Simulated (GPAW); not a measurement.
# GaN (F-43m) in GPAW: notebook, part 2 of 2

GPAW 26.7.0. The steps go on from the part before.

### Step 3. Band structure, PBE

The input, run.py:

```python
import spglib
from ase import Atoms
from ase.dft.bandgap import bandgap
from ase.io import read, write
from ase.units import GPa
from gpaw import GPAW, PW, setup_paths

setup_paths.insert(0, '.')

atoms = read('GaN.cif')
cell, positions, numbers = spglib.find_primitive(
    (atoms.cell[:], atoms.get_scaled_positions(), atoms.numbers), symprec=1e-4)
atoms = Atoms(numbers, cell=cell, scaled_positions=positions, pbc=True)

calc = GPAW(mode=PW(800),
            xc='PBE',
            kpts={'size': (10, 10, 10), 'gamma': True},
            occupations={'name': 'fermi-dirac', 'width': 0.05},
            setups={'Ga': 'jth', 'N': 'jth'},
            nbands=-7,
            convergence={'density': 1e-05, 'energy': 1e-05},
            maxiter=150,
            txt='gpaw.txt')
atoms.calc = calc
energy = atoms.get_potential_energy()
forces = atoms.get_forces()
stress = atoms.get_stress()
calc.write('gs.gpw')
write('result.traj', atoms)
print(f'Energy: {energy:.6f} eV')
print('Forces (eV/A):')
print(forces.round(4))
print('Stress (GPa):', (stress / GPa).round(3))
print('Fermi level:', round(calc.get_fermi_level(), 4), 'eV')
print(f'Gap: {bandgap(calc)[0]:.4f} eV, direct: {bandgap(calc, direct=True)[0]:.4f} eV')

path = atoms.cell.bandpath('GXWKGLUWLK,UX', npoints=60, eps=1e-4)
bs_calc = calc.fixed_density(kpts=path, symmetry='off', nbands=-15,
                             convergence={'bands': 'CBM+6.0', 'eigenstates': 1e-6}, txt='bands.txt')
bs = bs_calc.band_structure()
bs.write('bs.json')
print(f'Gap on the path: {bandgap(bs_calc)[0]:.4f} eV')
```

The input, GaN.cif:

```cif
data_GaN
_cell_length_a 4.50700122
_cell_length_b 4.50700122
_cell_length_c 4.50700122
_cell_angle_alpha 90.00000000
_cell_angle_beta 90.00000000
_cell_angle_gamma 90.00000000
_space_group_name_H-M_alt 'F-43m'
_space_group_name_Hall 'F -4 2 3'
_space_group_IT_number 216
loop_
_space_group_symop_operation_xyz
'x,y,z'
'y,-x,-z'
'-x,-y,z'
'-y,x,-z'
'x,-y,-z'
'y,x,z'
'-x,y,-z'
'-y,-x,z'
'z,x,y'
'-z,y,-x'
'z,-x,-y'
'-z,-y,x'
'-z,x,-y'
'z,y,x'
'-z,-x,y'
'z,-y,-x'
'y,z,x'
'-x,-z,y'
'-y,z,-x'
'x,-z,-y'
'-y,-z,x'
'x,z,y'
'y,-z,-x'
'-x,z,-y'
'x,y+1/2,z+1/2'
'y,-x+1/2,-z+1/2'
'-x,-y+1/2,z+1/2'
'-y,x+1/2,-z+1/2'
'x,-y+1/2,-z+1/2'
'y,x+1/2,z+1/2'
'-x,y+1/2,-z+1/2'
'-y,-x+1/2,z+1/2'
'z,x+1/2,y+1/2'
'-z,y+1/2,-x+1/2'
'z,-x+1/2,-y+1/2'
'-z,-y+1/2,x+1/2'
'-z,x+1/2,-y+1/2'
'z,y+1/2,x+1/2'
'-z,-x+1/2,y+1/2'
'z,-y+1/2,-x+1/2'
'y,z+1/2,x+1/2'
'-x,-z+1/2,y+1/2'
'-y,z+1/2,-x+1/2'
'x,-z+1/2,-y+1/2'
'-y,-z+1/2,x+1/2'
'x,z+1/2,y+1/2'
'y,-z+1/2,-x+1/2'
'-x,z+1/2,-y+1/2'
'x+1/2,y,z+1/2'
'y+1/2,-x,-z+1/2'
'-x+1/2,-y,z+1/2'
'-y+1/2,x,-z+1/2'
'x+1/2,-y,-z+1/2'
'y+1/2,x,z+1/2'
'-x+1/2,y,-z+1/2'
'-y+1/2,-x,z+1/2'
'z+1/2,x,y+1/2'
'-z+1/2,y,-x+1/2'
'z+1/2,-x,-y+1/2'
'-z+1/2,-y,x+1/2'
'-z+1/2,x,-y+1/2'
'z+1/2,y,x+1/2'
'-z+1/2,-x,y+1/2'
'z+1/2,-y,-x+1/2'
'y+1/2,z,x+1/2'
'-x+1/2,-z,y+1/2'
'-y+1/2,z,-x+1/2'
'x+1/2,-z,-y+1/2'
'-y+1/2,-z,x+1/2'
'x+1/2,z,y+1/2'
'y+1/2,-z,-x+1/2'
'-x+1/2,z,-y+1/2'
'x+1/2,y+1/2,z'
'y+1/2,-x+1/2,-z'
'-x+1/2,-y+1/2,z'
'-y+1/2,x+1/2,-z'
'x+1/2,-y+1/2,-z'
'y+1/2,x+1/2,z'
'-x+1/2,y+1/2,-z'
'-y+1/2,-x+1/2,z'
'z+1/2,x+1/2,y'
'-z+1/2,y+1/2,-x'
'z+1/2,-x+1/2,-y'
'-z+1/2,-y+1/2,x'
'-z+1/2,x+1/2,-y'
'z+1/2,y+1/2,x'
'-z+1/2,-x+1/2,y'
'z+1/2,-y+1/2,-x'
'y+1/2,z+1/2,x'
'-x+1/2,-z+1/2,y'
'-y+1/2,z+1/2,-x'
'x+1/2,-z+1/2,-y'
'-y+1/2,-z+1/2,x'
'x+1/2,z+1/2,y'
'y+1/2,-z+1/2,-x'
'-x+1/2,z+1/2,-y'
loop_
_atom_site_label
_atom_site_type_symbol
_atom_site_symmetry_multiplicity
_atom_site_Wyckoff_symbol
_atom_site_fract_x
_atom_site_fract_y
_atom_site_fract_z
_atom_site_occupancy
Ga1 Ga 4 a 0.0000000000 0.0000000000 0.0000000000 1
N1 N 4 d 0.2500000000 0.2500000000 0.7500000000 1
```

Potentials or basis: JTH PAW 2.0, PBE, pw.

Command:

```
$ OMP_NUM_THREADS=1 python run.py
```

gpaw.txt:

```text
__  _  _
 | _ |_)|_||  |
 |__||  | ||/\| - 26.7.0

Input parameters:
  mode=PW(ecut=800.0),
  convergence={'density': 1e-05, 'energy': 1e-05},
  kpts=MonkhorstPack(size=(10, 10, 10), gamma=True),
  maxiter=150,
  nbands=-7,
  occupations=Occupations(name='fermi-dirac', width=0.05),
  setups={'Ga': 'jth', 'N': 'jth'},
  xc=XC(name='PBE')

Diagonalizing LCAO Hamiltonian
Converting LCAO to pw mode

                  N

       Ga

Atoms  # Å, Bohr magnetons
|   | symbol |        x |        y |        z |    initial magnetic moments |
|---|--------|----------|----------|----------|-----------------------------|
| 0 |     Ga | 0.000000 | 0.000000 | 0.000000 | ( 0.0000,  0.0000,  0.0000) |
| 1 |      N | 3.380251 | 3.380251 | 3.380251 | ( 0.0000,  0.0000,  0.0000) |

Unit cell  # Å
| periodic |        x |        y |        z |  lengths |    angles |
|----------|----------|----------|----------|----------|-----------|
|      yes | 0.000000 | 2.253501 | 2.253501 | 3.186931 | 60.000000 |
|      yes | 2.253501 | 0.000000 | 2.253501 | 3.186931 | 60.000000 |
|      yes | 2.253501 | 2.253501 | 0.000000 | 3.186931 | 60.000000 |

Number of symmetries: 24
Symmetry operations  # r_c * U_cc + t_c -> r_c
|    | kind |            matrix            |
|----|------|------------------------------|
|  0 |  E   |  1, 0, 0,  0, 1, 0,  0, 0, 1 |
|  1 |  σ   |  1, 0, 0,  0, 0, 1,  0, 1, 0 |
|  2 |  σ   |  1, 0,-1,  0, 1,-1,  0, 0,-1 |
|  3 |  C3  |  1, 0,-1,  0, 0,-1,  0, 1,-1 |
[... 140 lines left out ...]
  ecut: 6400.0  # eV

xc functional:
  name: PBE with 2 nearest neighbor stencil

convergence criteria:
- Maximum integral of absolute [dens]ity change: 1e-05 electrons / valence electron
- Maximum [total energy] change in last 3 cyles: 1e-05 eV / valence electron
- Maximum integral of absolute [eigenst]ate change: 4e-08 eV^2 / valence electron
maximum number of iterations: 150

SCF iterations
|iter     | |      energy | eigst |  dens |
|---------|-|-------------|-------|-------|
|iter:   1| |  -13.868179 | -0.69 |       |
|iter:   2| |  -13.393805 | -2.24 | -0.94 |
|iter:   3| |  -12.124839 | -1.18 | -0.99 |
|iter:   4| |  -12.123247 | -3.17 | -1.65 |
|iter:   5| |  -12.125100 | -3.27 | -1.93 |
|iter:   6| |  -12.125185 | -5.18 | -3.08 |
|iter:   7| |  -12.125219c| -5.43 | -3.41 |
|iter:   8| |  -12.125219c| -7.37 | -4.53 |
|iter:   9| |  -12.125219c| -8.00c| -5.01c|

Converged in 9 steps
Energy contributions relative to reference atoms: (reference = -54378.985409)

Energy contributions:
  Kinetic:          18.829319
  Coulomb:         -15.939882
  Zero:             -0.006627
  External:          0.000000
  Xc:              -15.008028
  Entropy:          -0.000000
  Spinorbit:         0.000000
  ----------------------------
  Free energy:     -12.125219
  Extrapolated:    -12.125219

dipole moment: (-9.694901, -9.694901, -9.694901)  # |e|*Ang

Fermi level: 7.102
Eigenvalues  # (at kpt = [0.000, 0.000, 0.000])
| band index |      eig [eV] | occ [0-2] |
|------------|---------------|-----------|
|          0 |        -9.730 |     2.000 |
|          1 |        -7.248 |     2.000 |
|          2 |        -7.248 |     2.000 |
|          3 |        -7.248 |     2.000 |
|          4 |        -6.933 |     2.000 |
|          5 |        -6.933 |     2.000 |
[... 8 lines left out ...]
|         14 |        25.027 |     0.000 |
|         15 |        25.027 |     0.000 |

Gap: 1.712 eV
Transition (v -> c):
  (s=0, k=0, n=8, [0.00, 0.00, 0.00]) -> (s=0, k=0, n=9, [0.00, 0.00, 0.00])
No difference between direct/indirect transitions

Forces  # eV/Ang
|        x |        y |        z |
|----------|----------|----------|
| -0.00000 |  0.00000 |  0.00000 |  # Ga   0
| -0.00000 | -0.00000 | -0.00000 |  # N    1

Stress tensor  # eV/Ang^3
|         x |         y |         z |
|-----------|-----------|-----------|
| -0.032992 | -0.000000 | -0.000000 |
| -0.000000 | -0.032992 |  0.000000 |
| -0.000000 |  0.000000 | -0.032992 |

# Writing to gs.gpw (mode='')
```

bands.txt:

```text
Diagonalizing LCAO Hamiltonian
Converting LCAO to pw mode
convergence criteria:
- Maximum integral of absolute [eigenst]ate change: 1e-06 eV^2 / valence electron
maximum number of iterations: 150

SCF iterations
|iter     | |      energy | eigst |  dens |
|---------|-|-------------|-------|-------|
|iter:   1| |             | +0.18 |       |
[... 65 lines left out ...]
         [0.39285714, 0.39285714, 0.71428571],
         [0.375     , 0.375     , 0.75      ],
         [0.625     , 0.25      , 0.625     ],
         [0.59375   , 0.1875    , 0.59375   ],
         [0.5625    , 0.125     , 0.5625    ],
         [0.53125   , 0.0625    , 0.53125   ],
         [0.5       , 0.        , 0.5       ]])),
  maxiter=150,
  nbands=-15,
  occupations=Occupations(name='fermi-dirac', width=0.05),
  setups={'Ga': 'jth', 'N': 'jth'},
  symmetry=Symmetry(point_group=False, time_reversal=False),
  xc=XC(name='PBE')
```

Run time: 38 s. Hardware: 1 thread of Arm Neoverse V1, shared host; peak memory 0.22 GiB.

Results:

```yaml
Free_energy: -12.1252 eV
Pressure: 5.3 GPa
Band_gap_on_the_k_mesh: 1.71 eV, direct
Band_gap_along_the_path: 1.71 eV, direct
```

Levels at the corners of the path, in eV from the valence-band top:
```tsv
point	band 5	band 6	band 7	band 8	band 9	band 10	band 11
Γ	-13.14	-13.14	0.00	0.00	0.00	1.71	10.29
X	-13.07	-11.46	-6.12	-2.71	-2.71	3.35	6.65
W	-13.13	-11.18	-5.70	-3.69	-3.64	6.22	8.37
K	-13.10	-11.30	-5.87	-4.25	-2.18	4.99	7.85
Γ	-13.14	-13.14	0.00	0.00	0.00	1.71	10.29
L	-13.09	-11.89	-7.04	-0.97	-0.97	4.63	8.72
U	-13.10	-11.30	-5.87	-4.25	-2.18	4.99	7.85
W	-13.13	-11.18	-5.70	-3.69	-3.64	6.22	8.37
L	-13.09	-11.89	-7.04	-0.97	-0.97	4.63	8.72
K	-13.10	-11.30	-5.87	-4.25	-2.18	4.99	7.85
U	-13.10	-11.30	-5.87	-4.25	-2.18	4.99	7.85
X	-13.07	-11.46	-6.12	-2.71	-2.71	3.35	6.65
```

Caveat: the program truncates these outside data sets.

### Step 4. Comparison with measurements

Step 3. Against the measured gap of GaN, 3.299 eV (direct; 0 K; a printed reference work, textbook), the calculated 1.71 eV is off by -1.59 eV. Spin-orbit coupling on Ga is left out. The value is that of PBE, without temperature or zero-point motion. Semilocal functionals fall short of measured gaps as a rule. The cell is a database's relaxed one, not the measured one, which moves gaps too.
